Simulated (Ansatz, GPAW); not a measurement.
# MnS: programs and potentials compared

```
Mn S
1.0
     0.00000    2.60450    2.60450
     2.60450    0.00000    2.60450
     2.60450    2.60450    0.00000
Mn S
1 1
Direct
  0.00000 0.00000 0.00000
  0.50000 0.50000 0.50000
```

Alike in all runs: task single point; functional PBE; k mesh 9 × 9 × 9; occupations gaussian, width 0.011 eV; collinear spin, ferromagnetic start; no spin-orbit coupling. The measured crystal is an antiferromagnetic insulator; the state found here is the runs' own. Pressure is positive in compression and, in plane waves, holds the error of the finite cutoff, which Ansatz's Pulay term estimates and takes out.

```csv
program and potentials,plane-wave cutoff (eV),notes,pressure (GPa),net moment per atom (μB)
"Ansatz, Ansatz PAW",420,Pulay term of +0.04 GPa included,-2.85,2.36
"Ansatz, all-electron LAPW, scalar-relativistic",-,-,-2.83,2.36
"GPAW, GPAW PAW data sets (gpaw-data 1.2.1)",600,-,-2.73,2.36
```

The pressure spans -2.85 (Ansatz, Ansatz PAW) to -2.73 GPa (GPAW, GPAW PAW data sets (gpaw-data 1.2.1)), with all-electron results at -2.83. All agree on the net moment per atom. The state is the one that the start led to, which needn't be the lowest.

Differences between rows come from potentials, basis sets and numerical settings, since the functional is the same but for its coding. Runs on potential files found faulty are left out.
